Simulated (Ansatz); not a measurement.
**Na2H5 and its competing phases**

The calculation used Ansatz, DFT PBE, scalar-relativistic, plane waves, PAW. Settings: cutoff 420 eV, Γ-centred meshes spaced at most about 0.3 Å⁻¹, and about 0.25 Å⁻¹ or finer for metals (2π included), Gaussian smearing. No spin polarisation.

The zero of energy is the elements' standard structures at the same level (H₂ as a molecule); no fitted shifts are applied.

All energies are static (0 K, no zero-point motion). Weakly bound directions are ill-defined at this level, which has no dispersion term (Na2H5 P6/mmm). With hydrogen, zero-point motion can shift formation energies by some tens of meV/atom.

The competitors are the elements and 1 reference phase of this chemical system (from databases or known types: NaH), relaxed at the same level; other known phases may be missing.

The candidate was reached from: random cell.

```xyz
7
Lattice="4.1226 0.0000 0.0000 -2.0613 3.5703 0.0000 0.0000 0.0000 8.9914" Properties=species:S:1:pos:R:3 pbc="T T T"
Na    0.0000    0.0000    6.4794
Na    0.0000    0.0000    2.5120
H     0.0000    2.3802    0.3919
H     0.0000    2.3802    8.5995
H     2.0613    1.1901    8.5995
H     2.0613    1.1901    0.3919
H     0.0000    0.0000    4.4957
```

Task: Is it stable, and against what?

Result: Not stable. Its formation energy is 0.157 eV/atom. The lowest competing mixture at this composition is this:

| phase | space group | source | share of atoms | ΔE_f (eV/atom) |
| --- | --- | --- | --- | --- |
| H₂ gas | - | element | 0.4286 | 0.000 |
| NaH | Fm-3m (No. 225) | COD | 0.5714 | -0.196 |

The mixture lies at -0.112 eV/atom, and the candidate lies 0.27 eV/atom above it. The candidate matches no cell in the subsets of the Crystallography Open Database and the Materials Project at hand. Such a cell could exist only far from equilibrium. It holds H–H pairs as short as in free H₂ molecules (shortest 0.78 Å).
